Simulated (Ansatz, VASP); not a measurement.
# Two plane-wave programs on Ca

File INCAR:

```
SYSTEM = Ca
PREC = Accurate
ENCUT = 520
EDIFF = 1E-6
ISMEAR = -1
SIGMA = 0.1
LREAL = .FALSE.
LASPH = .TRUE.
NELM = 60
ALGO = Normal
ISIF = 2
LWAVE = .FALSE.
LCHARG = .TRUE.
GGA = B5
ALDAX = 1.0
AGGAX = 1.0
AGGAC = 1.0
ALDAC = 0.0
LELF = .TRUE.
LVHAR = .TRUE.
NBANDS = 11
```

File KPOINTS:

```
Automatic mesh
0
G
  10 10 10
  0 0 0
```

The input POSCAR:

```
Ca
1.0
    3.4223180208      0.0000000000      0.0000000000
    0.0000000000      3.4223180208      0.0000000000
    0.0000000000      0.0000000000      3.4223180208
Ca
1
Direct
    0.0000000000      0.0000000000      0.0000000000
```

Input for Ansatz:

```yaml
crystal:
  lattice:
    - [3.4223180208, 0.0, 0.0]
    - [0.0, 3.4223180208, 0.0]
    - [0.0, 0.0, 3.4223180208]
  atoms:
    - { symbol: Ca, position: [0.0, 0.0, 0.0] }
hamiltonian:
  xc: blyp
  pseudopotentials:
    kind: paw
    azcp:
      Ca: "pseudopotentials/Ca.paw.azcp"
basis:
  ecutwfc: 420
  fft_grid_basis: typed
kpoints:
  mp_grid: { grid: [10, 10, 10], shift: [0, 0, 0] }
magnetization:
  spin_polarized: false
scf:
  occupations: { method: fermi_dirac, width: 0.1 }
  lower_state_search: "off"
output:
  stress: true
  write_density: true
  write_potential: true
  elf: true
  volumetric_format: npy
```

Alike in both runs: task single point; functional BLYP; k mesh 10 × 10 × 10; occupations fermi-dirac, width 0.1 eV; no spin polarisation.

|  | VASP | Ansatz |
| --- | --- | --- |
| version | VASP 6.6.1 | Ansatz 0.2.0 |
| potentials or method | VASP PAW PBE potentials, release 64 (Ca_sv) | plane waves (420 eV) with PAW, scalar-relativistic |
| plane-wave cutoff (eV) | 520 | 420 |
| valence electrons in the cell | 10 | 10 |

|  | VASP | Ansatz | Ansatz less VASP |
| --- | --- | --- | --- |
| pressure (GPa) | 1.3 | 1.3 | 0.00 |

Caveats: the PAW data sets were made with another functional, which shifts forces and pressure a little (VASP).
